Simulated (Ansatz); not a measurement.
# MoSe2: the cost of one run

Program: Ansatz 0.2.0. Level of theory: DFT LDA, scalar-relativistic, plane waves, PAW. These are calculated values, not measurements.

The COD entry's cell or inner coordinates are ideal or old and differ from later refinements, so a difference from it is no clean test against experiment.

### 1 The starting structure

The structure is hexagonal, space group P6_3/mmc (No. 194). The conventional cell has a = 3.248 Å, b = 3.248 Å, c = 12.740 Å, α = 90.00°, β = 90.00°, γ = 120.00°. Mo (site symmetry -6m2) has 6 Se at 2.50 Å as nearest neighbours. Se (site symmetry 3m) has 3 Mo at 2.50 Å as nearest neighbours.

Coordinates:

```
CELL_PARAMETERS angstrom
3.24843 0.00000 0.00000
-1.62422 2.81323 0.00000
0.00000 0.00000 12.73966
ATOMIC_POSITIONS crystal
Mo 0.33333 0.66667 0.25000
Mo 0.66667 0.33333 0.75000
Se 0.33333 0.66667 0.61990
Se 0.66667 0.33333 0.11990
Se 0.33333 0.66667 0.88010
Se 0.66667 0.33333 0.38010
```

This cell comes from an earlier session at LDA: 19.404 Å³/atom at -0.02 GPa, on a 10×10×4 mesh.

### 2 Field gradients and densities at the nuclei

File input.yaml:

```yaml
crystal:
  lattice:
    - [3.2484348285, 0.0, 0.0]
    - [-1.6242174143, 2.813227084, 0.0]
    - [0.0, 0.0, 12.739660026]
  atoms:
    - { symbol: Mo, position: [0.3333333333, 0.6666666667, 0.25] }
    - { symbol: Mo, position: [0.6666666667, 0.3333333333, 0.75] }
    - { symbol: Se, position: [0.3333333333, 0.6666666667, 0.6199016576] }
    - { symbol: Se, position: [0.6666666667, 0.3333333333, 0.1199016576] }
    - { symbol: Se, position: [0.3333333333, 0.6666666667, 0.8800983424] }
    - { symbol: Se, position: [0.6666666667, 0.3333333333, 0.3800983424] }
basis:
  ecutwfc: 420
  ecutrho_ratio: 4
kpoints:
  mp_grid: { grid: [10, 10, 4] }
hamiltonian:
  xc: lda
scf:
  occupations: { method: gaussian, width: 0.05 }
output:
  forces: true
  stress: true
  eigenvalues: true
  efg: { contact_densities: true, quadrupole_moments_barn: { Mo: -0.022 } }
```

Command:

```
$ ansatz run input.yaml --threads 4 --pin off --max-ram 10240MiB --backend cpu --events-out ev --progress --plain --runs-dir out
```

**Question.** How long does this run take on 4 threads of Arm Neoverse V2, shared host, and how much memory does it need?

About 3.6 s, with a peak of 0.59 GiB.
